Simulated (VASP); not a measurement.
# TiC (Fm-3m) in VASP: notebook, part 2 of 2

VASP 6.6.1. The steps go on from the part before.

## Step 3: Relaxation of cell and atoms, PBE

This run uses another cell than the first one, of 10.18 Å³/atom, 1.011 times its volume.

Contents of INCAR:

```
ALGO = Normal
EDIFF = 1E-7
EDIFFG = -0.002
ENCUT = 520
GGA = PE
IBRION = 2
ISIF = 3
ISMEAR = 0
LASPH = True
LCHARG = False
LREAL = False
LWAVE = False
NELM = 60
NSW = 80
PREC = Accurate
SIGMA = 0.1
```

Contents of KPOINTS:

```
k-points
0
Gamma
  6 6 6
```

Contents of POSCAR:

```
TiC                                     
1.0
    0.0000000000      2.1672888670      2.1672888670
    2.1672888670      0.0000000000      2.1672888670
    2.1672888670      2.1672888670      0.0000000000
  Ti              C             
     1     1
Direct
     0.0000000000000000    0.0000000000000000    0.0000000000000000
     0.5000000000000000    0.5000000000000000    0.5000000000000000
```

Potentials or basis: VASP PAW PBE potentials, release 64 (Ti_sv, C).

Run with:

```bash
$ cat potpaw_PBE.64/Ti_sv/POTCAR potpaw_PBE.64/C/POTCAR > POTCAR
$ mpirun -np 1 vasp_std > vasp.out
```

OUTCAR:

```text
EDIFF = 1E-7
   EDIFFG = -0.002
   ENCUT = 520
   GGA = PE
   IBRION = 2
   ISIF = 3
   ISMEAR = 0
   LASPH = True
   LREAL = False
   NELM = 60
   NSW = 80
   PREC = Accurate

 ion  position               nearest neighbor table
   1  0.000  0.000  0.000-   2 2.17   2 2.17   2 2.17   2 2.17   2 2.17   2 2.17
   2  0.500  0.500  0.500-   1 2.17   1 2.17   1 2.17   1 2.17   1 2.17   1 2.17

  LATTYP: Found a face centered cubic cell.
 ALAT       =     4.3345777340

  Lattice vectors:

[... 419 lines left out ...]

  FORCE on cell =-STRESS in cart. coord.  units (eV):
  Direction    XX          YY          ZZ          XY          YZ          ZX
  --------------------------------------------------------------------------------------
  -------------------------------------------------------------------------------------
  Total        0.0017492      0.0017492      0.0017492      0.0000000     -0.0000000      0.0000000
  in kB        0.1376476      0.1376476      0.1376476      0.0000000     -0.0000000      0.0000000
  external PRESSURE =       0.1376476 kB  Pullay stress =       0.0000000 kB

 VOLUME and BASIS-vectors are now :
 -----------------------------------------------------------------------------
  energy-cutoff  :      520.00
  volume of cell :       20.36
      direct lattice vectors                 reciprocal lattice vectors
     0.000000000  2.167288867  2.167288867    -0.230702980  0.230702980  0.230702980
     2.167288867  0.000000000  2.167288867     0.230702980 -0.230702980  0.230702980
     2.167288867  2.167288867  0.000000000     0.230702980  0.230702980 -0.230702980

 POSITION                                       TOTAL-FORCE (eV/Angst)
 -----------------------------------------------------------------------------------
      0.00000      0.00000      0.00000        -0.000000      0.000000      0.000000
      2.16729      2.16729      2.16729         0.000000     -0.000000     -0.000000
 -----------------------------------------------------------------------------------
    total drift:                                0.000000     -0.000000     -0.000000

  FREE ENERGIE OF THE ION-ELECTRON SYSTEM (eV)
  ---------------------------------------------------
  free  energy   TOTEN  =       -18.6980419627 eV

  energy  without entropy=      -18.6954673931  energy(sigma->0) =      -18.69675468

 reached required accuracy - stopping structural energy minimisation
```

OSZICAR:

```text
N       E                     dE             d eps       ncg     rms          rms(c)
DAV:   1     0.120314630540E+03    0.12031E+03   -0.86192E+03   384   0.158E+03
DAV:   2    -0.142949620713E+02   -0.13461E+03   -0.12705E+03   412   0.388E+02
DAV:   3    -0.237963169186E+02   -0.95014E+01   -0.92985E+01   472   0.985E+01
DAV:   4    -0.243108199116E+02   -0.51450E+00   -0.51373E+00   540   0.217E+01
DAV:   5    -0.243212258023E+02   -0.10406E-01   -0.10405E-01   484   0.300E+00    0.182E+01
DAV:   6    -0.193997976094E+02    0.49214E+01   -0.31600E+01   444   0.704E+01    0.726E+00
DAV:   7    -0.187415410814E+02    0.65826E+00   -0.49550E+00   464   0.286E+01    0.487E+00
DAV:   8    -0.187058306473E+02    0.35710E-01   -0.13620E-01   392   0.482E+00    0.321E+00
DAV:   9    -0.187057355479E+02    0.95099E-04   -0.21099E-01   440   0.579E+00    0.947E-01
DAV:  10    -0.186998771967E+02    0.58584E-02   -0.22873E-02   512   0.215E+00    0.628E-01
DAV:  11    -0.186980502811E+02    0.18269E-02   -0.81928E-03   400   0.136E+00    0.115E-01
DAV:  12    -0.186980767060E+02   -0.26425E-04   -0.78071E-04   448   0.286E-01    0.515E-02
DAV:  13    -0.186980427044E+02    0.34002E-04   -0.10020E-04   452   0.113E-01    0.120E-02
DAV:  14    -0.186980424029E+02    0.30156E-06   -0.34386E-06   432   0.211E-02    0.594E-03
DAV:  15    -0.186980420138E+02    0.38907E-06   -0.10012E-06   468   0.152E-02    0.126E-03
DAV:  16    -0.186980419627E+02    0.51057E-07   -0.14504E-07   368   0.473E-03
   1 F= -.18698042E+02 E0= -.18696755E+02  d E =-.186980E+02
```

CONTCAR:

```text
TiC
   1.00000000000000
     0.0000000000000000    2.1672888669999999    2.1672888669999999
     2.1672888669999999    0.0000000000000000    2.1672888669999999
     2.1672888669999999    2.1672888669999999    0.0000000000000000
  Ti              C
     1     1
Direct
     0.0000000000000000    0.0000000000000000    0.0000000000000000
     0.5000000000000000    0.5000000000000000    0.5000000000000000

  0.00000000E+00  0.00000000E+00  0.00000000E+00
  0.00000000E+00  0.00000000E+00  0.00000000E+00
```

It took 3.1 s on 1 thread of Intel Xeon 6975P-C (Granite Rapids), shared host; peak memory 0.13 GiB.

What came out:

| Quantity | Value |
| --- | --- |
| Free energy | -18.6980 eV |
| Pressure after relaxing | 0.0 GPa |
| Band gap on the k mesh | none (metal or under the smearing width) |

Final structure:
```xyz
2
Lattice="0.0000 2.1673 2.1673 2.1673 0.0000 2.1673 2.1673 2.1673 0.0000" Properties=species:S:1:pos:R:3 pbc="T T T"
Ti    0.0000    0.0000    0.0000
C     2.1673    2.1673    2.1673
```

Levels at points of the mesh, in eV from the Fermi level:
```tsv
k point	band 6	band 7	band 8	band 9	band 10	band 11
(0.00, 0.00, 0.00)	0.80	0.80	0.80	1.79	1.79	1.79
(0.50, 0.00, 0.00)	-5.71	-2.77	-2.77	3.02	3.02	4.19
(0.50, 0.50, 0.00)	-3.32	-1.50	0.08	0.08	2.81	3.61
```

Caveat: the k mesh is coarse (spacing up to 0.42 Å⁻¹), so the values aren't converged; the relaxation stopped at its first step, so nothing moved.
